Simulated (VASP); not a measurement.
# MoS₂: convergence, density of states

MoS₂, R3m (no. 160), 3 atoms in the cell. RPBE; PAW potentials Mo_sv, S (PBE set). VASP 6.6.1.

Wanted: density of states by 0.5 eV bins within 8 %; centre of the states within 12 eV below the valence top within 0.03 eV.

What the run is for: density of states; Accuracy asked: standard; k mesh of the density: 8 × 8 × 8.

POSCAR:
```
MoS2
1.0
    1.5800000000      0.9122134253      6.1500000000
   -1.5800000000      0.9122134253      6.1500000000
    0.0000000000     -1.8244268506      6.1500000000
Mo S
1 2
Direct
    0.0000000000      0.0000000000      0.0000000000
    0.4170000000      0.4170000000      0.4170000000
    0.2500000000      0.2500000000      0.2500000000
```

The series start from Plane-wave cutoff (eV): 300; k-point mesh: 13 × 13 × 13; Energy points (NEDOS): 2001; Occupations for the DOS: ISMEAR=-5; Electronic threshold (eV): 1e-6; Precision mode (PREC): Accurate. Each series keeps the choices made before it, and each single choice may use up half of a tolerance. Times cover all steps of a run.

## Plane-wave cutoff (eV)

| Plane-wave cutoff (eV) | Density of states by 0.5 eV bins, largest deviation against the largest value | Centre of the states within 12 eV below the valence top (eV) | Time (s) |
|---|---|---|---|
| 210 | 0.88 % | -3.690 | 23 |
| 260 | 0.97 % | -3.697 | 31 |
| 300 | 0.45 % | -3.694 | 34 |
| 340 | 0.18 % | -3.695 | 46 |
| 420 | 0.044 % | -3.696 | 82 |
| 520 (reference) | 0 % | -3.695 | 85 |

Chosen: 210, the loosest value from which every tighter one stays within half of the tolerance.

## k-point mesh

| k-point mesh | Density of states by 0.5 eV bins, largest deviation against the largest value | Centre of the states within 12 eV below the valence top (eV) | Time (s) |
|---|---|---|---|
| 6 × 6 × 6 | 16 % | -3.697 | 13 |
| 7 × 7 × 7 | 17 % | -3.655 | 13 |
| 9 × 9 × 9 | 9.3 % | -3.685 | 16 |
| 11 × 11 × 11 | 6.1 % | -3.694 | 18 |
| 13 × 13 × 13 | 3.4 % | -3.690 | 23 |
| 16 × 16 × 16 | 1.7 % | -3.697 | 34 |
| 20 × 20 × 20 | 0.86 % | -3.697 | 54 |
| 24 × 24 × 24 (reference) | 0 % | -3.696 | 79 |

Chosen: 13 × 13 × 13.

## Energy points (NEDOS)

| Energy points (NEDOS) | Density of states by 0.5 eV bins, largest deviation against the largest value | Centre of the states within 12 eV below the valence top (eV) | Time (s) |
|---|---|---|---|
| 301 | 10 % | -3.685 | 24 |
| 501 | 3.4 % | -3.689 | 24 |
| 1001 | 2.1 % | -3.688 | 22 |
| 2001 | 0.66 % | -3.690 | 23 |
| 4001 (reference) | 0 % | -3.691 | 23 |

Chosen: 501.

## Occupations for the DOS

| Occupations for the DOS | Density of states by 0.5 eV bins, largest deviation against the largest value | Centre of the states within 12 eV below the valence top (eV) | Time (s) |
|---|---|---|---|
| ISMEAR=-5 | 0 % | -3.689 | 24 |
| ISMEAR=-4 | 0 % | -3.689 | 24 |
| ISMEAR=0 SIGMA=0.05 | 4.9 % | -3.669 | 22 |
| ISMEAR=0 SIGMA=0.1 | 5.8 % | -3.669 | 22 |
| ISMEAR=-15 SIGMA=0.025 | 0 % | -3.689 | 23 |

Chosen: ISMEAR=-5; no other choice that stays within half of the tolerance saves 30 % of the time.

## Electronic threshold (eV)

| Electronic threshold (eV) | Density of states by 0.5 eV bins, largest deviation against the largest value | Centre of the states within 12 eV below the valence top (eV) | Time (s) |
|---|---|---|---|
| 0.001 | 0.57 % | -3.690 | 20 |
| 0.0001 | 0.75 % | -3.692 | 22 |
| 1e-5 | 0.0072 % | -3.689 | 22 |
| 1e-6 (reference) | 0 % | -3.689 | 24 |

Chosen: 0.001.

## Precision mode (PREC)

| Precision mode (PREC) | Density of states by 0.5 eV bins, largest deviation against the largest value | Centre of the states within 12 eV below the valence top (eV) | Time (s) |
|---|---|---|---|
| Normal | 0.17 % | -3.690 | 8.4 |
| Accurate (reference) | 0 % | -3.690 | 20 |

Chosen: Normal.

## All choices together

| Input | Density of states by 0.5 eV bins, largest deviation against the largest value | Centre of the states within 12 eV below the valence top (eV) | Time (s) |
|---|---|---|---|
| defaults for smearing, thresholds and mesh (naive) | 23 % | -3.540 | 15 |
| chosen settings | 3.7 % | -3.690 | 8.4 |
| reference settings throughout | 0 % | -3.701 | 302 |

The tolerance is met.

## The input

INCAR.step1:
```
SYSTEM = MoS2
GGA = RP
ISMEAR = 0
SIGMA = 0.03
LWAVE = .False.
LCHARG = .True.
NBANDS = 31
PREC = Normal
LASPH = .True.
LREAL = .False.
ALGO = Normal
EDIFF = 0.001
NELM = 120
GGA_COMPAT = .False.
ENCUT = 210
EFERMI = MIDGAP
LMAXMIX = 4
KPAR = 4
```

INCAR.step2, as INCAR.step1 but for:
```
- ISMEAR = 0
- SIGMA = 0.03
- LCHARG = .True.
+ ISMEAR = -5
+ LCHARG = .False.
+ NEDOS = 501
+ LORBIT = 11
+ EMIN = -5.7136
+ EMAX = 16.2864
+ ICHARG = 11
```

KPOINTS.step1:
```
k-points
0
Gamma
  8 8 8
```

KPOINTS.step2:
```
Automatic mesh
0
Gamma
  13 13 13
  0 0 0
```

Commands (each step's output is kept before the next begins):
```
cat potpaw_PBE.64/Mo_sv/POTCAR potpaw_PBE.64/S/POTCAR > POTCAR
cp INCAR.step1 INCAR
cp KPOINTS.step1 KPOINTS
mpirun -np 4 vasp_std > vasp.out
cp INCAR.step2 INCAR
cp KPOINTS.step2 KPOINTS
mpirun -np 4 vasp_std > vasp.out
```

The chosen input took VASP 6.6.1 8.4 s on 4 cores (Intel Xeon 6975P-C (Granite Rapids)), a shared host.

## An input that fails: tetrahedra on too few k points

VASP's message: IBZKPT: tetrahedron method fails for NKPT<4. NKPT = 1.

k mesh: 13 × 13 × 13 becomes 1 × 1 × 1.

Changes against the starting input:
```
(step 2)
- NELM = 120
- KPAR = 4
+ NELM = 86
```
